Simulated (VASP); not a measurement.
A run of VASP 6.6.1 is set up as follows.

The input INCAR:

```
SYSTEM = Zn3H
  PREC = Accurate
  ENCUT = 520
  EDIFF = 1E-7
  ISMEAR = -1
  SIGMA = 0.05
  LREAL = .False.
  LASPH = .True.
  NELM = 60
  ALGO = Normal
  ISIF = 2
  LWAVE = .False.
  LCHARG = .False.
  METAGGA = R2SCAN
  LMIXTAU = .True.
  NBANDS = 26
```

File KPOINTS:

```
Automatic mesh
0
Gamma
  6 6 6
  0 0 0
```

File POSCAR:

```
Zn3H
1.0
    0.0000000000      2.9965800000      2.9965800000
    2.9965800000      0.0000000000      2.9965800000
    2.9965800000      2.9965800000      0.0000000000
Zn H
3 1
Direct
    0.5000000000      0.5000000000      0.5000000000
    0.2500000000      0.2500000000      0.2500000000
    0.7500000000      0.7500000000      0.7500000000
    0.0000000000      0.0000000000      0.0000000000
```

File KPOINTS_OPT:

```
path GXWKGLUWLK,UX
10
line-mode
reciprocal
 0.0000000000  0.0000000000  0.0000000000  G
 0.5000000000  0.0000000000  0.5000000000  X

 0.5000000000  0.0000000000  0.5000000000  X
 0.5000000000  0.2500000000  0.7500000000  W

 0.5000000000  0.2500000000  0.7500000000  W
 0.3750000000  0.3750000000  0.7500000000  K

 0.3750000000  0.3750000000  0.7500000000  K
 0.0000000000  0.0000000000  0.0000000000  G

 0.0000000000  0.0000000000  0.0000000000  G
 0.5000000000  0.5000000000  0.5000000000  L

 0.5000000000  0.5000000000  0.5000000000  L
 0.6250000000  0.2500000000  0.6250000000  U

 0.6250000000  0.2500000000  0.6250000000  U
 0.5000000000  0.2500000000  0.7500000000  W

 0.5000000000  0.2500000000  0.7500000000  W
 0.5000000000  0.5000000000  0.5000000000  L

 0.5000000000  0.5000000000  0.5000000000  L
 0.3750000000  0.3750000000  0.7500000000  K

 0.6250000000  0.2500000000  0.6250000000  U
 0.5000000000  0.0000000000  0.5000000000  X
```

Potentials or basis: VASP PAW PBE potentials, release 64 (Zn, H).

The run is started by

```sh
$ cat potpaw_PBE.64/Zn/POTCAR potpaw_PBE.64/H/POTCAR > POTCAR
$ mpirun -np 1 vasp_std > vasp.out
```

Task: Predict the pressure.

Result: -3.1 GPa.

Task: Predict the band gap along the path.

Result: None (metal or under the smearing width).

Levels at the corners of the path, in eV from the Fermi level:
```tsv
point	band 16	band 17	band 18	band 19	band 20	band 21	band 22	band 23
Γ	-7.16	0.31	3.47	3.47	3.47	4.21	4.30	4.30
X	-5.62	-4.90	-1.23	-1.23	-1.09	0.11	9.60	11.53
X	-5.62	-4.90	-1.23	-1.23	-1.09	0.11	9.60	11.53
W	-4.43	-4.41	-3.92	-3.92	2.46	5.12	5.13	6.55
W	-4.43	-4.41	-3.92	-3.92	2.46	5.12	5.13	6.55
K	-5.00	-4.76	-4.41	-0.52	-0.26	3.77	7.98	8.79
K	-5.00	-4.76	-4.41	-0.52	-0.26	3.77	7.98	8.79
Γ	-7.16	0.31	3.47	3.47	3.47	4.21	4.30	4.30
Γ	-7.16	0.31	3.47	3.47	3.47	4.21	4.30	4.30
L	-6.52	-5.95	0.48	1.88	1.88	3.20	3.94	3.94
L	-6.52	-5.95	0.48	1.88	1.88	3.20	3.94	3.94
U	-5.00	-4.76	-4.41	-0.52	-0.26	3.77	7.98	8.79
U	-5.00	-4.76	-4.41	-0.52	-0.26	3.77	7.98	8.79
W	-4.43	-4.41	-3.92	-3.92	2.46	5.12	5.13	6.55
W	-4.43	-4.41	-3.92	-3.92	2.46	5.12	5.13	6.55
L	-6.52	-5.95	0.48	1.88	1.88	3.20	3.94	3.94
L	-6.52	-5.95	0.48	1.88	1.88	3.20	3.94	3.94
K	-5.00	-4.76	-4.41	-0.52	-0.26	3.77	7.98	8.79
U	-5.00	-4.76	-4.41	-0.52	-0.26	3.77	7.98	8.79
X	-5.62	-4.90	-1.23	-1.23	-1.09	0.11	9.60	11.53
```

Caveat: the PAW data sets were made with another functional, which shifts forces and pressure a little.
